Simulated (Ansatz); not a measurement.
Wurtzite BeO, relaxed in Ansatz (plane waves) with several semilocal functionals. Each gives its own volume and its own bulk modulus:

```csv
level,V0 (Å³/atom),bulk modulus (GPa),ln V0,ln B0
LDA,6.655,231.8,1.8954,5.4459
PBEsol,6.865,217.6,1.9264,5.3827
PBE,7.012,209.3,1.9476,5.3438
```

Fit a straight line to ln B0 against ln V0. What does it predict for r²SCAN, whose volume is 6.848 Å³/atom?

With x = ln V0 and y = ln B0: means 1.92313 and 5.39080; Σ(Δx Δy) = -0.002705, Σ(Δx²) = 0.001378, so the slope is -1.96. At x = 1.9240 the line gives y = 5.39080 + (-1.96) × (1.9240 − 1.92313) = 5.3891, or 219.0 GPa. The run with r²SCAN gives 225.3 GPa, +2.9 % from the line. The rows used scatter about it by up to 0.2 %, while the largest value lies 11 % above the smallest. For comparison, PBE's own equation of state has B′ = 3.7, the slope −d ln B/d ln V at a fixed functional; the two needn't agree, since functionals also differ at one volume.

Measured: 212 GPa (measured, room temperature, not corrected to a static lattice, K' fixed at 4, our sources range from 212 to 224; as tabulated in High-pressure and high-temperature crystal chemistry of beryllium oxide (Scilit …).

Ansatz's density-functional and Hartree–Fock values are scalar-relativistic unless marked +SOC, with PAW data made under PBE.

Ansatz is a first-principles code.
